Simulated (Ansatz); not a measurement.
A series in volume per atom on SrO

Results calculated with Ansatz 0.2.0, not measured. Periodic Kohn-Sham DFT of a crystal at fixed atoms; Kohn-Sham levels at symmetry points; band -1 is the highest filled and +1 the lowest empty one at that point, spin up along a +z start moment.

Cell of the first row (space group Fm-3m, No. 225):
```
SrO
1.0
      0.0000     2.5173     2.5173
      2.5173     0.0000     2.5173
      2.5173     2.5173     0.0000
Sr O
1 1
Direct
  0.00000 0.00000 0.00000
  0.50000 0.50000 0.50000
```

Settings of every row: method all-electron LAPW; functional PBE; relativity scalar; k mesh 8x8x8; filling fermi-dirac; smearing width 0.02 eV; basis error target 0.25 meV/atom; nucleus gaussian.

Atom start moment: 0 on all atoms.

Limits: semilocal functionals tend to give too small a gap.

```csv
row,volume per atom (Å³),smallest direct gap on path (eV),band gap (eV)
1,15.952,3.299,3.272
2,16.292,3.332,3.288
3,16.631,3.362,3.301
4,16.801,3.375,3.306
5,16.971,?,?
6,17.14,3.399,3.316
7,17.31,3.41,3.32
8,17.649,3.429,3.327
9,17.989,3.445,3.331
```

Question: what smallest direct gap on path and band gap should row 5 give?

Worked fit of smallest direct gap on path. Take t = volume per atom − 17, in Å³. The shown rows have t = -1.048, -0.708, -0.369, -0.199, 0.14, 0.31, 0.649, 0.989. Least squares give smallest direct gap on path = 3.3896 + 0.07065 × t − 0.01501 × t² eV; a straight line predicts inner rows, each left out in turn, worse (root mean square 0.005 against 0.00031 eV). The rows lie off it by 0.000, 0.000, 0.001, 0.000, 0.000, 0.000, 0.000, 0.000. The withheld row has t = -0.029, so the fit gives 3.3896 + 0.07065 × (-0.029) − 0.01501 × (-0.029)² = 3.388 eV.

The calculation gave 3.388 eV. The fit meets it to the printed digit.

Worked fit of band gap. Take t = volume per atom − 17, in Å³. The shown rows have t = -1.048, -0.708, -0.369, -0.199, 0.14, 0.31, 0.649, 0.989. Least squares give band gap = 3.3124 + 0.02828 × t − 0.00952 × t² eV; a straight line predicts inner rows, each left out in turn, worse (root mean square 0.003 against 0.00042 eV). All shown rows lie on it to the printed digit. The withheld row has t = -0.029, so the fit gives 3.3124 + 0.02828 × (-0.029) − 0.00952 × (-0.029)² = 3.312 eV.

The calculation gave 3.311 eV. The fit lies 0.001 eV (1.7 % of the column's range) above it, one unit of the last digit.
